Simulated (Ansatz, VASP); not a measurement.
## One calculation of Ni, two programs

```
Ni
1.0
     0.00000    1.73807    1.73807
     1.73807    0.00000    1.73807
     1.73807    1.73807    0.00000
Ni
1
Direct
  0.00000 0.00000 0.00000
```

Alike in both runs: task single point; functional r2SCAN; k mesh 15 × 15 × 15; occupations fermi-dirac, width 0.2 eV; collinear spin.

|  | VASP | Ansatz |
| --- | --- | --- |
| version | VASP 6.6.1 | Ansatz 0.2.0 |
| potentials or method | VASP PAW PBE potentials, release 64 (Ni) | plane waves (500 eV) with PAW, scalar-relativistic |
| plane-wave cutoff (eV) | 520 | 500 |
| valence electrons in the cell | 10 | 18 |

```csv
,VASP,Ansatz,Ansatz less VASP
pressure (GPa),1.4,1.1,-0.34
net moment per atom (μB),0.68,0.70,+0.019
size of the moment on the site where the two differ most (μB),0.70,0.76,+0.063
```

Site moments also hang on the region over which each program counts them. With one functional, cell and mesh, what is left measures potentials, basis and numerics. The two sets of potentials don't hold the same shells in valence. Ansatz warned: «stability_check_not_made».

Caveats: the PAW data sets were made with another functional, which shifts forces and pressure a little (VASP).
